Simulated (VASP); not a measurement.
A run of VASP 6.6.1 is set up as follows.

File INCAR:

```
SYSTEM = Sn
PREC = Accurate ; ENCUT = 600
EDIFF = 1E-6 ; ISMEAR = -1
SIGMA = 0.05 ; LREAL = .False.
LASPH = .True. ; NELM = 80
ALGO = Normal ; ISIF = 3
LWAVE = .False. ; LCHARG = .False.
GGA = PE ; IVDW = 2
IBRION = 2 ; NSW = 60
EDIFFG = -0.01
```

File KPOINTS:

```
regular mesh
0
Gamma
  10 10 10
  0 0 0
```

POSCAR

```
Sn
1.0
   -1.8946518192      1.8946518192      1.8946518192
    1.8946518192     -1.8946518192      1.8946518192
    1.8946518192      1.8946518192     -1.8946518192
Sn
1
Direct
    0.0000000000      0.0000000000      0.0000000000
```

Potentials or basis: VASP PAW PBE potentials, release 64 (Sn_d).

Command:

```bash
$ cat potpaw_PBE.64/Sn_d/POTCAR > POTCAR
$ mpirun -np 1 vasp_std > vasp.out
```

Question: Estimate the space group after relaxing (to 0.05 Å).

Answer: Im-3m (No. 229).

Question: Predict the relaxed cell.

Answer: a = 3.241 Å, b = 3.241 Å, c = 3.241 Å, α = 109.47°, β = 109.47°, γ = 109.47°.

Final structure:
```yaml
crystal:
  lattice:
    - [-1.87117, 1.87117, 1.87117]
    - [1.87117, -1.87117, 1.87117]
    - [1.87117, 1.87117, -1.87117]
  atoms:
    - { symbol: Sn, position: [0.00000, 0.00000, 0.00000] }
```

Caveat: atom-pairwise D2, TS and ULG terms overbind metals.
